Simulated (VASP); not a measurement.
# Cu3Au (Auricupride) (Pm-3m) in VASP: relaxation of cell and atoms with revPBE+D4

Aim: the relaxation of cell and atoms of Cu3Au (Auricupride) with revPBE+D4.

Program: VASP 6.6.1. These are calculated values, not measurements. Logs are shortened: lines on timing, memory, paths and dates and some standing lists are left out, and cuts for length are marked.

## Step 1: Starting point

Symmetry: Pm-3m, No. 221, cubic system. The conventional cell has a = 3.740 Å, b = 3.740 Å, c = 3.740 Å, α = 90.00°, β = 90.00°, γ = 90.00°. Around Au (site symmetry m-3m) lie 12 Cu at 2.64 Å. Cu (site symmetry 4/mmm) is surrounded by 4 Au at 2.64 Å and 8 Cu at 2.64 Å.

## Step 2: Relaxation of cell and atoms, revPBE+D4

Contents of INCAR:

```
SYSTEM = Cu3Au
PREC = Accurate ; ENCUT = 600
EDIFF = 1E-6 ; ISMEAR = -1
SIGMA = 0.05 ; LREAL = .FALSE.
LASPH = .TRUE. ; NELM = 80
ALGO = Normal ; ISIF = 3
LWAVE = .FALSE. ; LCHARG = .FALSE.
GGA = RE ; IVDW = 13
IBRION = 2 ; NSW = 40
EDIFFG = -0.01
```

Contents of KPOINTS:

```
regular mesh
0
G
  7 7 7
  0 0 0
```

Contents of POSCAR:

```
Cu3Au
1.0
    3.7400000000      0.0000000000      0.0000000000
    0.0000000000      3.7400000000      0.0000000000
    0.0000000000      0.0000000000      3.7400000000
Au Cu
1 3
Direct
    0.0000000000      0.0000000000      0.0000000000
    0.5000000000      0.5000000000      0.0000000000
    0.5000000000      0.0000000000      0.5000000000
    0.0000000000      0.5000000000      0.5000000000
```

Potentials or basis: VASP PAW PBE potentials, release 64 (Au, Cu).

The run is started by

```console
$ cat potpaw_PBE.64/Au/POTCAR potpaw_PBE.64/Cu/POTCAR > POTCAR
$ mpirun -np 1 vasp_std > vasp.out
```

OUTCAR:

```text
SYSTEM = Cu3Au
   PREC = Accurate
   ENCUT = 600
   EDIFF = 1E-6
   ISMEAR = -1
   LREAL = .FALSE.
   LASPH = .TRUE.
   NELM = 80
   ISIF = 3
   GGA = RE
   IVDW = 13
   IBRION = 2
   NSW = 40
   EDIFFG = -0.01

 ion  position               nearest neighbor table
   1  0.000  0.000  0.000-   2 2.64   3 2.64   4 2.64   3 2.64   4 2.64   2 2.64   4 2.64   4 2.64
                             2 2.64   3 2.64   3 2.64   2 2.64
   2  0.500  0.500  0.000-   1 2.64   3 2.64   4 2.64   3 2.64   4 2.64   1 2.64   3 2.64   3 2.64
                             1 2.64   4 2.64   4 2.64   1 2.64
   3  0.500  0.000  0.500-   1 2.64   2 2.64   4 2.64   1 2.64   2 2.64   2 2.64   4 2.64   2 2.64
                             1 2.64   4 2.64   1 2.64   4 2.64
   4  0.000  0.500  0.500-   1 2.64   2 2.64   3 2.64   1 2.64   2 2.64   1 2.64   3 2.64   1 2.64
                             2 2.64   3 2.64   2 2.64   3 2.64

  LATTYP: Found a simple cubic cell.
 ALAT       =     3.7400000000

  Lattice vectors:

 A1 = (   3.7400000000,   0.0000000000,   0.0000000000)
 A2 = (   0.0000000000,   3.7400000000,   0.0000000000)
 A3 = (   0.0000000000,   0.0000000000,   3.7400000000)

Analysis of symmetry for initial positions (statically):
=====================================================================
 Subroutine PRICEL returns:
 Original cell was already a primitive cell.

 Routine SETGRP: Setting up the symmetry group for a
 simple cubic supercell.

 Subroutine GETGRP returns: Found 48 space group operations
 (whereof 48 operations were pure point group operations)
 out of a pool of 48 trial point group operations.

The static configuration has the point symmetry O_h .

Analysis of symmetry for dynamics (positions and initial velocities):
=====================================================================
 Subroutine PRICEL returns:
 Original cell was already a primitive cell.

 Routine SETGRP: Setting up the symmetry group for a
 simple cubic supercell.

 Subroutine GETGRP returns: Found 48 space group operations
 (whereof 48 operations were pure point group operations)
 out of a pool of 48 trial point group operations.

The dynamic configuration has the point symmetry O_h .

 Subroutine INISYM returns: Found 48 space group operations
 (whereof 48 operations are pure point group operations),
 and found     1 'primitive' translations

----------------------------------------------------------------------------------------

                                     Primitive cell

  volume of cell :      52.3136

  direct lattice vectors                    reciprocal lattice vectors
     3.740000000  0.000000000  0.000000000     0.267379679  0.000000000  0.000000000
     0.000000000  3.740000000  0.000000000     0.000000000  0.267379679  0.000000000
     0.000000000  0.000000000  3.740000000     0.000000000  0.000000000  0.267379679

  length of vectors
     3.740000000  3.740000000  3.740000000     0.267379679  0.267379679  0.267379679

  position of ions in fractional coordinates (direct lattice)
     0.000000000  0.000000000  0.000000000
     0.500000000  0.500000000  0.000000000
     0.500000000  0.000000000  0.500000000
     0.000000000  0.500000000  0.500000000

  ion indices of the primitive-cell ions
   primitive index   ion index
                 1           1
                 2           2
                 3           3
                 4           4

----------------------------------------------------------------------------------------

 KPOINTS: regular mesh

Automatic generation of k-mesh.
 Grid dimensions read from file:
 generate k-points for:    7    7    7

 Generating k-lattice:

  Cartesian coordinates                     Fractional coordinates (reciprocal lattice)
     0.038197097  0.000000000  0.000000000     0.142857143  0.000000000  0.000000000
     0.000000000  0.038197097  0.000000000     0.000000000  0.142857143  0.000000000
     0.000000000  0.000000000  0.038197097     0.000000000  0.000000000  0.142857143

  Length of vectors
     0.038197097  0.038197097  0.038197097

  Shift w.r.t. Gamma in fractional coordinates (k-lattice)
     0.000000000  0.000000000  0.000000000

 Subroutine IBZKPT returns following result:
 ===========================================

 Found     20 irreducible k-points:

 Following reciprocal coordinates:
            Coordinates               Weight
  0.000000  0.000000  0.000000      1.000000
  0.142857  0.000000  0.000000      6.000000
  0.285714  0.000000  0.000000      6.000000
  0.428571  0.000000  0.000000      6.000000
  0.142857  0.142857  0.000000     12.000000
  0.285714  0.142857  0.000000     24.000000
[... 12 lines left out ...]
  0.428571  0.428571  0.285714     24.000000
  0.428571  0.428571  0.428571      8.000000
   k-points           NKPTS =     20   k-points in BZ     NKDIM =     20   number of bands    NBANDS=     26
   number of dos      NEDOS =    301   number of ions     NIONS =      4
   total plane-waves  NPLWV =  27000
   dimension x,y,z NGX =    30 NGY =   30 NGZ =   30
   dimension x,y,z NGXF=    60 NGYF=   60 NGZF=   60
   ions per type =               1   3
   NGX,Y,Z   is equivalent  to a cutoff of  13.34, 13.34, 13.34 a.u.
   NGXF,Y,Z  is equivalent  to a cutoff of  26.67, 26.67, 26.67 a.u.
 SYSTEM =  Cu3Au
   PREC   = accura    normal or accurate (medium, high low for compatibility)
   ISTART =      0    job   : 0-new  1-cont  2-samecut
   ICHARG =      2    charge: 1-file 2-atom 10-const
   ISPIN  =      1    spin polarized calculation?
   LNONCOLLINEAR =      F non collinear calculations
   LSORBIT =      F    spin-orbit coupling
   LASPH  =      T    aspherical Exc in radial PAW
   ENCUT  =  600.0 eV  44.10 Ry    6.64 a.u.   7.47  7.47  7.47*2*pi/ulx,y,z
   NELM   =     80;   NELMIN=  2; NELMDL= -5     # of ELM steps
   EDIFF  = 0.1E-05   stopping-criterion for ELM
   LREAL  =      F    real-space projection
   EDIFFG = -.1E-01   stopping-criterion for IOM
   NSW    =     40    number of steps for IOM
   IBRION =      2    ionic relax: 0-MD 1-quasi-New 2-CG
   NFREE  =      1    steps in history (QN), initial steepest desc. (CG)
   ISIF   =      3    stress and relaxation
   ISYM   =      2    0-nonsym 1-usesym 2-fastsym
   POTIM  = 0.5000    time-step for ionic-motion
   TEBEG  =    0.0;   TEEND  =   0.0 temperature during run
   PSTRESS=    0.0 pullay stress
   NELECT =      44.0000    total number of electrons
   NUPDOWN=      -1.0000    fix difference up-down
   EMIN   =  10.00;   EMAX   =-10.00  energy-range for DOS
   EFERMI =   0.00;   METHOD = LEGACY
   ISMEAR =    -1;   SIGMA  =   0.05  broadening in eV -4-tet -1-fermi 0-gaus
   EFERMI_NEDOS =   21; number of points for ismear=-14 and -15
   IALGO  =     38    algorithm
   IMIX   =      4    mixing-type and parameters
     AMIX     =   0.40;   BMIX     =  1.00
     AMIX_MAG =   1.60;   BMIX_MAG =  1.00
  volume/ion in A,a.u.               =      13.08        88.26
  Fermi-wavevector in a.u.,A,eV,Ry     =   1.545328  2.920247 32.491255  2.388040
  Thomas-Fermi vector in A             =   2.650723
   LORBIT       =      0    0 simple, 1 ext, 2 COOP (PROOUT), +10 PAW based schemes
   GGA     = RE    functional components
   LHFCALC =     F    Hartree Fock is set to
   AEXX    =    0.0000 exact exchange contribution
   IVDW    =    13    specifies the selected vdW correction
   LEPSILON=     F    determine dielectric tensor
   LRPA    =     F    only Hartree local field effects (RPA)
 conjugate gradient relaxation of ions
 non-spin polarized calculation
  energy-cutoff  :      600.00
  volume of cell :       52.31
 maximum number of plane-waves:      1767
 NGX is ok and might be reduce to    30
   NGX = 15   NGY = 15   NGZ = 15

--------------------------------------- Ionic step        1  -------------------------------------------

 number of electron      44.0000069 magnetization

 Free energy of the ion-electron system (eV)
  ---------------------------------------------------
  ext. energy  EPLUGINS =         0.00000000
  ---------------------------------------------------
  free energy    TOTEN  =       -12.90569667 eV

  energy without entropy =      -12.89352591  energy(sigma->0) =      -12.89961129

------------------------ aborting loop because EDIFF is reached ----------------------------------------

  DFT-D4 for vdW energy calculation

  Edisp (eV):   -3.95198

  FORCE on cell =-STRESS in cart. coord.  units (eV):
  Direction    XX          YY          ZZ          XY          YZ          ZX
  --------------------------------------------------------------------------------------
  -------------------------------------------------------------------------------------
  Total      -0.84480    -0.84480    -0.84480     0.00000     0.00000    -0.00000
  in kB     -25.87318   -25.87318   -25.87318     0.00000     0.00000    -0.00000
  external pressure =      -25.87 kB  Pullay stress =        0.00 kB
[... 65 lines left out ...]
  energy  without entropy=      -16.8481285317  energy(sigma->0) =      -16.85442779

--------------------------------------- Ionic step        3  -------------------------------------------

 number of electron      44.0000065 magnetization

 Free energy of the ion-electron system (eV)
  ---------------------------------------------------
  ext. energy  EPLUGINS =         0.00000000
  ---------------------------------------------------
  free energy    TOTEN  =       -12.84749396 eV

  energy without entropy =      -12.83505109  energy(sigma->0) =      -12.84127253

 E-fermi :   8.6547     XC(G=0): -12.7549

 val. band max:        8.6380600213   @ k =   0.2857   0.2857   0.0000
 cond. band min:       8.7067559013   @ k =   0.1429   0.0000   0.0000
 fundamental gap:      0.0686958801
 Fermi energy:         8.6547240296

 k-point     1 :       0.0000    0.0000    0.0000
  band No.  band energies     occupation
      1      -1.1307      2.00000
      2       2.1238      2.00000
      3       2.1238      2.00000
      4       2.9798      2.00000
      5       2.9798      2.00000
      6       2.9798      2.00000
[... 604 lines left out ...]
  FREE ENERGIE OF THE ION-ELECTRON SYSTEM (eV)
  ---------------------------------------------------
  free  energy   TOTEN  =       -16.8654439760 eV

  energy  without entropy=      -16.8530011059  energy(sigma->0) =      -16.85922254

 reached required accuracy - stopping structural energy minimisation
```

Run time: 63 s. Hardware: 1 thread of Intel Xeon Platinum 8375C at 2.90GHz (Ice Lake), shared host; peak memory 0.19 GiB.

What came out:

```yaml
Free_energy: -16.8654 eV
Relaxed_volume: 12.85 Å³/atom
Relaxed_cell: a = 3.718 Å, b = 3.718 Å, c = 3.718 Å, α = 90.00°, β = 90.00°, γ = 90.00°
Space_group_after_relaxing_to_0.05_Å: Pm-3m (No. 221)
Energy_gained_by_relaxing: 1.9 meV/atom
Ionic_steps: 3
Pressure_after_relaxing: 0.0 GPa
Band_gap_on_the_k_mesh: none (metal or under the smearing width)
Dispersion_energy_per_atom: -1.004 eV
```

Step by step:
```
step  energy change (eV)  largest force (eV/Å)  pressure (GPa)  volume (Å³)
   1              0.0000                0.0000           -2.59        52.31
   2             -0.0030                0.0000            2.28        50.73
   3             -0.0078                0.0000            0.04        51.40
```

Final structure:
```cif
data_structure
_symmetry_space_group_name_H-M 'P 1'
_symmetry_Int_Tables_number 1
_cell_length_a 3.7181
_cell_length_b 3.7181
_cell_length_c 3.7181
_cell_angle_alpha 90.000
_cell_angle_beta 90.000
_cell_angle_gamma 90.000
_cell_volume 51.40
loop_
_atom_site_label
_atom_site_type_symbol
_atom_site_fract_x
_atom_site_fract_y
_atom_site_fract_z
_atom_site_occupancy
Au1 Au 0.00000 0.00000 0.00000 1
Cu1 Cu 0.50000 0.50000 0.00000 1
Cu2 Cu 0.50000 0.00000 0.50000 1
Cu3 Cu 0.00000 0.50000 0.50000 1
```

Caveat: the PAW data sets were made with another functional, which shifts forces and pressure a little; pairwise dispersion overbinds metals, which lowers pressure and volume. The run has no spin-orbit coupling, so splittings on Au are missing.
